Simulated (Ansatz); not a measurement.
**HgS: pressure against volume**

An exercise on one series of results from a longer session: the logs are not shown, and one member is left open.

Program: Ansatz 0.2.0. Level of theory: DFT PBEsol, scalar-relativistic. These are calculated values, not measurements.

## The starting structure

The structure is cubic, space group F-43m (No. 216). Conventional cell: a = 5.858 Å, b = 5.858 Å, c = 5.858 Å, α = 90.00°, β = 90.00°, γ = 90.00°. Hg (site symmetry -43m) is surrounded by 4 S at 2.54 Å. S (site symmetry -43m) is surrounded by 4 Hg at 2.54 Å.

Coordinates:

```cif
data_structure
_symmetry_space_group_name_H-M 'P 1'
_symmetry_Int_Tables_number 1
_cell_length_a 4.1422
_cell_length_b 4.1422
_cell_length_c 4.1422
_cell_angle_alpha 60.000
_cell_angle_beta 60.000
_cell_angle_gamma 60.000
_cell_volume 50.26
loop_
_atom_site_label
_atom_site_type_symbol
_atom_site_fract_x
_atom_site_fract_y
_atom_site_fract_z
_atom_site_occupancy
Hg1 Hg 0.00000 0.00000 0.00000 1
S1 S 0.75000 0.75000 0.75000 1
```

The cell is a deposited one (Crystallography Open Database entry 1011368); the temperature and pressure of the measurement aren't taken into account, and nothing was relaxed.

Atoms are numbered in the order of the input: Hg1, S2.

The first run:

File input.yaml:

```yaml
crystal:
  lattice:
    - [0.0, 2.8692077124, 2.8692077124]
    - [2.8692077124, 0.0, 2.8692077124]
    - [2.8692077124, 2.8692077124, 0.0]
  atoms:
    - { symbol: Hg, position: [0.0, 0.0, 0.0] }
    - { symbol: S, position: [0.75, 0.75, 0.75] }
kpoints:
  mp_grid: { grid: [8, 8, 8] }
  band_path:
    path:
      - [0.0, 0.0, 0.0]
      - [-0.5, -0.5, 0.0]
      - [-0.375, -0.375, 0.25]
      - [-0.375, 0.0, 0.375]
      - [0.0, 0.0, 0.0]
      - [0.0, 0.0, 0.5]
      - [-0.5, -0.25, 0.25]
      - [-0.5, -0.5, 0.0]
    npoints: 5
scf:
  occupations: { method: fermi_dirac, width: 0.02 }
hamiltonian:
  xc: pbesol
  pseudopotentials: { kind: all_electron, lapw: { basis_error: 0.001 } }
output:
  forces: true
  stress: true
  eigenvalues: true
```

Run with:

```console
> ansatz run input.yaml --threads 1 --pin off --max-ram 3072MiB --backend cpu --events-out ev --progress --plain --runs-dir out
```

Among the steps run: Volume × 0.94, LAPW; Volume × 0.94, PAW; Volume × 0.94, crystal datasets; Volume × 0.98, LAPW; Volume × 0.98, PAW; Volume × 0.98, crystal datasets; Volume × 1.01, LAPW; Volume × 1.01, PAW; Volume × 1.01, crystal datasets; Volume × 1.04, LAPW; Volume × 1.04, PAW; Volume × 1.04, crystal datasets.

One table of the session follows, with a row left open; its other results are not shown here.

It belongs to the step «Fits». 

```
          method  volume (Å³/atom)  pressure (GPa)
            LAPW            23.620            5.14
            LAPW            24.625            1.93
            LAPW            25.128            0.59
            LAPW            25.379           -0.02
            LAPW            26.133           -1.66
             PAW            23.620            5.11
             PAW            24.625               ?
             PAW            25.128            0.57
             PAW            25.379           -0.04
             PAW            26.133           -1.68
crystal datasets            23.620            5.14
crystal datasets            24.625            1.93
crystal datasets            25.128            0.59
crystal datasets            25.379           -0.02
crystal datasets            26.133           -1.66
```

Estimate the missing values for PAW, 24.625.

The run gave: pressure (GPa): 1.91. In the column «pressure (GPa)» it lies between crystal datasets, 25.128 (0.59) and LAPW, 24.625 (1.93).

Limits of these values: Warnings in the runs' records: gradients without spin orbit, crystal datasets made, band levels unverified, printed levels off.
